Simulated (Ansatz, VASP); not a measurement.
## MgS: VASP beside Ansatz

Contents of INCAR:

```
SYSTEM = MgS
  PREC = Accurate
  ENCUT = 520
  EDIFF = 1E-6
  ISMEAR = 0
  SIGMA = 0.01
  LREAL = .FALSE.
  LASPH = .TRUE.
  NELM = 100
  ALGO = Normal
  ISIF = 2
  LWAVE = .FALSE.
  LCHARG = .FALSE.
  GGA = PE
  NBANDS = 16
```

KPOINTS

```
regular mesh
0
G
  12 12 4
  0 0 0
```

File POSCAR:

```
MgS
1.0
    3.6454348051      0.0000000000      0.0000000000
   -1.8227174025      3.1570391490      0.0000000000
    0.0000000000      0.0000000000      6.1473560890
Mg S
2 2
Direct
    0.0000000000      0.0000000000      0.0000000000
    0.0000000000      0.0000000000      0.5000000000
    0.3333333333      0.6666666667      0.2500000000
    0.6666666667      0.3333333333      0.7500000000
```

Input for Ansatz:

```yaml
crystal:
  lattice:
    - [3.6454348051, 0.0, 0.0]
    - [-1.8227174025, 3.157039149, 0.0]
    - [0.0, 0.0, 6.147356089]
  atoms:
    - { symbol: Mg, position: [0.0, 0.0, 0.0] }
    - { symbol: Mg, position: [0.0, 0.0, 0.5] }
    - { symbol: S, position: [0.3333333333, 0.6666666667, 0.25] }
    - { symbol: S, position: [0.6666666667, 0.3333333333, 0.75] }
kpoints:
  mp_grid: { grid: [12, 12, 4] }
  band_path:
    path:
      - [0.0, 0.0, 0.0]
      - [0.5, 0.0, 0.0]
      - [0.3333333333, 0.3333333333, 0.0]
      - [0.0, 0.0, 0.5]
      - [0.5, 0.0, 0.5]
      - [0.3333333333, 0.3333333333, 0.5]
    npoints: 1
hamiltonian:
  xc: pbe
scf:
  occupations: { method: fixed }
  n_extra_bands: 5
output:
  forces: true
  stress: true
  eigenvalues: true
```

Alike in both runs: task single point; functional PBE; k mesh 12 × 12 × 4; no spin polarisation.

|  | VASP | Ansatz |
| --- | --- | --- |
| version | VASP 6.6.1 | Ansatz 0.2.0 |
| potentials or method | VASP PAW PBE potentials, release 64 (Mg, S) | plane waves, PAW |
| plane-wave cutoff (eV) | 520 | 420 |
| occupations | gaussian, width 0.01 eV | fixed |
| valence electrons in the cell | 16 | 32 |

|  | VASP | Ansatz | Ansatz less VASP |
| --- | --- | --- | --- |
| gap on the k mesh at the Fermi level (eV) | 3.41 | 3.42 | +0.010 |
| pressure (GPa) | 0.9 | 1.2 | +0.30 |

The two sets of potentials don't hold the same shells in valence.

A k mesh can miss the band edges. Expect the measured gap to be larger: semilocal functionals such as PBE lack the derivative discontinuity.
